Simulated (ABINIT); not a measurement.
# HfO2 (Fm-3m) in ABINIT: further runs, part 2 of 2

ABINIT 10.8.3 (patched build). The steps go on from the part before.

### 5 Band structure, revPBE

run.abi reads:

```
# Datasets: ground state, then fixed potential
ndtset 2

# Pseudopotentials
pp_dirpath "./"
pseudos "Hf.GGA_PBE-JTH.xml, O.GGA_PBE-JTH.xml"

# Structure
acell 6.8348581746 6.8348581746 6.8348581746
rprim
     0.0000000000     0.7071067812     0.7071067812
     0.7071067812     0.0000000000     0.7071067812
     0.7071067812     0.7071067812     0.0000000000
ntypat 2
znucl 72 8
natom 3
typat 1 2 2
xred
     0.0000000000     0.0000000000     0.0000000000
     0.7500000000     0.7500000000     0.7500000000
     0.2500000000     0.2500000000     0.2500000000

# Plane-wave basis
ecut 23.0
pawecutdg 45.0

# Exchange and correlation
ixc 14

# Bands and occupations
occopt 3
tsmear 0.00183747

# SCF cycle
nstep 100

# Output
iomode 3
prtwf 0
prteig 0
prtebands 0
enunit 1
prtden1 1
prtvha1 1
prtvclmb1 1
prtpot1 1

# Dataset 1
kptopt1 1
ngkpt1 9 9 9
nshiftk1 1
shiftk1 0.0 0.0 0.0
nband1 16
tolvrs1 1.0e-9

# Dataset 2: bands along G-X-W-K-G-L-U-W-L-K
iscf2 -2
getden2 1
nband2 20
nbdbuf2 2
tolwfr2 1.0e-12
kptopt2 -9
ndivsm2 6
prteig2 1
prtvol2 -3
kptbounds2
     0.0000000000     0.0000000000     0.0000000000
     0.5000000000     0.0000000000     0.5000000000
     0.5000000000     0.2500000000     0.7500000000
     0.3750000000     0.3750000000     0.7500000000
     0.0000000000     0.0000000000     0.0000000000
     0.5000000000     0.5000000000     0.5000000000
     0.6250000000     0.2500000000     0.6250000000
     0.5000000000     0.2500000000     0.7500000000
     0.5000000000     0.5000000000     0.5000000000
     0.3750000000     0.3750000000     0.7500000000
```

Potentials or basis: JTH PAW PBE v2.0.

Started as:

```bash
> abinit run.abi > log 2>&1
```

run.abo:

```text
.Version 10.8.3 of ABINIT
 DATASET    1 : space group Fm -3 m (#225); Bravais cF (face-center cubic)
================================================================================
 Values of the parameters that define the memory need for DATASET  1.
     intxc =       0    ionmov =       0      iscf =      17    lmnmax =      18
     lnmax =       6     mgfft =      30  mpssoang =       3    mqgrid =    3001
     natom =       3  nloc_mem =       2    nspden =       1   nspinor =       1
    nsppol =       1      nsym =      48    n1xccc =       1    ntypat =       2
    occopt =       3   xclevel =       2
       mpw =        1218          nfft =       27000          nkpt =          35
 PAW method is used; the additional fine FFT grid is defined by:
   mgfftf=        45    nfftf =     91125
================================================================================
================================================================================

 DATASET    2 : space group Fm -3 m (#225); Bravais cF (face-center cubic)
================================================================================
 Values of the parameters that define the memory need for DATASET  2.
     intxc =       0    ionmov =       0      iscf =      -2    lmnmax =      18
     lnmax =       6     mgfft =      30  mpssoang =       3    mqgrid =    3001
     natom =       3  nloc_mem =       2    nspden =       1   nspinor =       1
[... 1600 lines left out ...]
  -3.40298   -2.14623   -1.20542   -0.79336    4.52244    5.26356    6.90053    7.67068
   8.57202   11.55203   13.14723   16.09990
 kpt# 101, nband= 20, wtk=  1.00000, kpt=  0.4000  0.4000  0.7000 (reduced coord)
 -61.26937  -30.03503  -29.93668  -29.80719  -16.89276  -16.62167   -5.24600   -3.93137
  -3.27701   -2.18952   -1.17127   -0.56137    4.47965    5.35476    6.90917    7.48605
   8.45980   11.98229   13.35829   15.47659
 kpt# 102, nband= 20, wtk=  1.00000, kpt=  0.3875  0.3875  0.7250 (reduced coord)
 -61.26902  -30.03914  -29.94050  -29.81240  -16.85739  -16.62750   -5.42124   -3.89738
  -3.20101   -2.17527   -1.17703   -0.37008    4.43756    5.41717    6.86853    7.39955
   8.36896   12.38236   13.56540   14.92066
 kpt# 103, nband= 20, wtk=  1.00000, kpt=  0.3750  0.3750  0.7500 (reduced coord)
 -61.26880  -30.05204  -29.93079  -29.81669  -16.84635  -16.62092   -5.55714   -3.84245
  -3.19536   -2.08715   -1.20283   -0.24924    4.39938    5.44595    6.79402    7.41346
   8.30354   12.67623   13.72095   14.54606

== END DATASET(S) ==============================================================
================================================================================

 -outvars: echo values of variables after computation  --------
            acell      6.8348581746E+00  6.8348581746E+00  6.8348581746E+00 Bohr
           etotal1    -8.2448694664E+01
            fcart1     4.3526591188E-31 -2.9017727458E-31 -1.4508863729E-31
                      -1.0881647797E-31  2.5390511526E-31 -4.7153807120E-31
                      -3.2644943391E-31  3.6272159323E-32  6.1662670849E-31
            rprim      0.0000000000E+00  7.0710678120E-01  7.0710678120E-01
                       7.0710678120E-01  0.0000000000E+00  7.0710678120E-01
                       7.0710678120E-01  7.0710678120E-01  0.0000000000E+00
           strten1     7.7411261372E-05  7.7411261372E-05  7.7411261372E-05
                       0.0000000000E+00  0.0000000000E+00  0.0000000000E+00
           xangst      0.0000000000E+00  0.0000000000E+00  0.0000000000E+00
                       3.8362499975E+00  3.8362499975E+00  3.8362499975E+00
                       1.2787499992E+00  1.2787499992E+00  1.2787499992E+00
             xred      0.0000000000E+00  0.0000000000E+00  0.0000000000E+00
                       7.5000000000E-01  7.5000000000E-01  7.5000000000E-01
                       2.5000000000E-01  2.5000000000E-01  2.5000000000E-01
 Calculation completed.
```

It took 58 s on 1 thread of Arm Neoverse V2, shared host; peak memory 0.15 GiB.

What came out:

```
Free energy                                           : -2243.5433 eV
Pressure                                              : -2.3 GPa
Band gap on the k mesh                                : 3.92 eV, indirect (least direct gap 4.04 eV)
Band gap along the path                               : 3.82 eV, direct
Valence electrons inside the program's atomic spheres : Hf 9.35; O 4.62
```

Levels at the corners of the path, in eV from the valence-band top:
| point | band 9 | band 10 | band 11 | band 12 | band 13 | band 14 | band 15 | band 16 |
| --- | --- | --- | --- | --- | --- | --- | --- | --- |
| Γ | -5.17 | -0.59 | -0.59 | -0.59 | 3.89 | 3.89 | 5.74 | 10.12 |
| X | -3.40 | -1.48 | -1.48 | 0.00 | 3.82 | 5.44 | 6.42 | 7.96 |
| W | -2.50 | -2.50 | -1.35 | -0.20 | 4.80 | 5.11 | 6.88 | 6.88 |
| K | -3.27 | -2.17 | -1.28 | -0.33 | 4.32 | 5.37 | 6.72 | 7.33 |
| Γ | -5.17 | -0.59 | -0.59 | -0.59 | 3.89 | 3.89 | 5.74 | 10.12 |
| L | -2.99 | -2.66 | -1.80 | -1.80 | 4.58 | 4.58 | 6.77 | 9.13 |
| U | -3.27 | -2.17 | -1.28 | -0.33 | 4.32 | 5.37 | 6.72 | 7.33 |
| W | -2.50 | -2.50 | -1.35 | -0.20 | 4.80 | 5.11 | 6.88 | 6.88 |
| L | -2.99 | -2.66 | -1.80 | -1.80 | 4.58 | 4.58 | 6.77 | 9.13 |
| K | -3.27 | -2.17 | -1.28 | -0.33 | 4.32 | 5.37 | 6.72 | 7.33 |

Caveat: the PAW data sets were made with another functional, which shifts forces and pressure a little; spin-orbit coupling is left out, which moves the levels of the heavy elements; the mesh misses the band edges, which the band path finds closer together. Expect the measured gap to be larger: semilocal functionals such as revPBE lack the derivative discontinuity.

### 6 Summary

```csv
task,level,potentials or basis,gap on the mesh (eV),pressure (GPa)
equation of state,PBE,JTH PAW PBE v2.0,-,-
band structure,BLYP,JTH PAW PBE v2.0,3.90,0.7
equation of state,LDA,JTH PAW LDA v2.0,-,-
band structure,revPBE,JTH PAW PBE v2.0,3.92,-2.3
```

Alike in all rows: no spin polarisation; cell as given; k mesh 9 × 9 × 9; cutoff (eV) 626; smearing fermi-dirac 0.05 eV.

Caveats: pressures at fixed basis lie under the slope of the energies (some runs); the PAW data sets were made with another functional, which shifts forces and pressure a little (some runs); spin-orbit coupling is left out, which moves the levels of the heavy elements (some runs); the mesh misses the band edges, which the band path finds closer together (some runs).

Absolute energies hang on the potentials; compare differences alone.
